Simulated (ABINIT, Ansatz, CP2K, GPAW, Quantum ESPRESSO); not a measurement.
CuO: 6 runs at one level of theory

```xyz
4
Lattice="3.1755 0.0000 0.0000 0.0000 3.1755 0.0000 0.0000 0.0000 4.6495" Properties=species:S:1:pos:R:3 pbc="T T T"
Cu    0.0000    0.0000    0.0000
Cu    1.5877    1.5877    0.0000
O     1.5877    0.0000    1.2414
O     0.0000    1.5877    3.4081
```

Measurements of this composition are mostly on another form, of space group No. 15.

Alike in all runs: task single point; functional PBE; k mesh 8 × 8 × 6; occupations fermi-dirac, width 0.05 eV; no spin polarisation; no spin-orbit coupling. A missing gap at this level doesn't show that the real crystal is a metal. Pressure is positive in compression and, in plane waves, holds the error of the finite cutoff, which Ansatz's Pulay term estimates and takes out.

```tsv
program and potentials	plane-wave cutoff (eV)	notes	band gap (eV)	pressure (GPa)	largest force (eV/Å)
GPAW, GPAW PAW data sets (gpaw-data 1.2.1)	800	8.5 valence electrons an atom on average	no gap	18.62	0.664
Ansatz, all-electron LAPW, scalar-relativistic	-	-	no gap	16.83	0.904
Quantum ESPRESSO, SSSP 1.3 efficiency PBE	748	8.5 valence electrons an atom on average	no gap	16.78	0.884
ABINIT, JTH PAW PBE v2.0	707	12.5 valence electrons an atom on average	no gap	16.84	0.864
Ansatz, Ansatz PAW (earlier soft set)	420	12.5 valence electrons an atom on average; Pulay term of +0.41 GPa included	no gap	16.82	0.897
CP2K, POTENTIAL_UZH Cu GTH-PBE-q11, O GTH-PBE-q6; TZVP-MOLOPT-PBE-GTH basis	-	atomic basis; 8.5 valence electrons an atom on average	no gap	19.65	0.720
```

Force on atom 3 (O), eV/Å:

```json
{"program and potentials": "GPAW, GPAW PAW data sets (gpaw-data 1.2.1)", "x": "0.000", "y": "0.000", "z": "-0.664"}
{"program and potentials": "Ansatz, all-electron LAPW, scalar-relativistic", "x": "0.000", "y": "0.000", "z": "-0.904"}
{"program and potentials": "Quantum ESPRESSO, SSSP 1.3 efficiency PBE", "x": "0.000", "y": "0.000", "z": "-0.884"}
{"program and potentials": "ABINIT, JTH PAW PBE v2.0", "x": "0.000", "y": "0.000", "z": "-0.864"}
{"program and potentials": "Ansatz, Ansatz PAW (earlier soft set)", "x": "0.000", "y": "0.000", "z": "-0.897"}
{"program and potentials": "CP2K, POTENTIAL_UZH Cu GTH-PBE-q11, O GTH-PBE-q6; TZVP-MOLOPT-PBE-GTH basis", "x": "0.000", "y": "0.000", "z": "-0.720"}
```

None finds a gap. The pressure spans 16.78 (Quantum ESPRESSO, SSSP 1.3 efficiency PBE) to 19.65 GPa (CP2K, POTENTIAL_UZH Cu GTH-PBE-q11, O GTH-PBE-q6; TZVP-MOLOPT-PBE-GTH basis), with all-electron results at 16.83. The cell lies far from this level's equilibrium. The atoms of the given cell lie far from their minimum at this level. Rows in atomic bases carry the error of their basis and grid, which can be large.

The functional is the same throughout but for its coding, so the spread measures potentials, basis and numerics; runs on potential files found faulty are left out.
